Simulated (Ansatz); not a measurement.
## Hf in Ansatz: the effect of functional

Crystal: Hf.

```
CELL_PARAMETERS angstrom
3.19670 0.00000 0.00000
-1.59835 2.76842 0.00000
0.00000 0.00000 5.05780
ATOMIC_POSITIONS crystal
Hf 0.66667 0.33333 0.75000
Hf 0.33333 0.66667 0.25000
```

Alike in all runs:

| Item | Value |
| --- | --- |
| Program | Ansatz 0.2.0 |
| Task | band structure |
| Potentials or basis | all-electron LAPW, scalar-relativistic |
| Cutoff | 213 eV (chosen from the basis error) |
| Basis error allowed | 0.001 eV/atom |
| k mesh | 10 × 10 × 5 |
| Occupations | fermi-dirac, width 0.05 eV |
| Spin | no spin polarisation |

```tsv
functional	pressure (GPa)
LDA	-7.8
PBEsol	?
RPBE	3.5
revPBE	2.7
BLYP	3.4
```

Task: What does the run with functional PBEsol give?

Result: Pressure -3.9 GPa.

Runs at the PBE level aren't shown here.
